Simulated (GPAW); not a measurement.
Input of a GPAW 26.7.0 run:

The input run.py:

```python
from ase import Atoms
from ase.dft.bandgap import bandgap
from ase.io import write
from ase.units import GPa
from gpaw import GPAW, PW

atoms = Atoms(['Hf', 'N'],
              cell=[[0.0, 2.256, 2.256],
                    [2.256, 0.0, 2.256],
                    [2.256, 2.256, 0.0]],
              scaled_positions=[[0.0, 0.0, 0.0],
                                [0.5, 0.5, 0.5]],
              pbc=True)

calc = GPAW(mode=PW(650),
            xc='LDA',
            kpts={'size': (8, 8, 8), 'gamma': True},
            occupations={'name': 'fermi-dirac', 'width': 0.05},
            nbands=19,
            maxiter=120,
            txt='gpaw.txt')
atoms.calc = calc
energy = atoms.get_potential_energy()
forces = atoms.get_forces()
stress = atoms.get_stress()
calc.write('gs.gpw')
write('result.traj', atoms)
print(f'Energy: {energy:.6f} eV')
print('Forces (eV/A):')
print(forces.round(4))
print('Stress (GPa):', (stress / GPa).round(3))
print('Fermi level:', round(calc.get_fermi_level(), 4), 'eV')
print(f'Gap: {bandgap(calc)[0]:.4f} eV, direct: {bandgap(calc, direct=True)[0]:.4f} eV')
```

Potentials or basis: the program's PAW data sets (release 1.2.1) made for this functional, pw.

The run is started by

```sh
$ OMP_NUM_THREADS=1 python run.py
```

(1) What does it give for the pressure?

(2) Estimate the band gap on the k mesh.

Answers

(1) -11.9 GPa.

(2) none (metal or under the smearing width).

Caveat: the cutoff is short for stress and forces, so pressures can be off by a GPa or more.
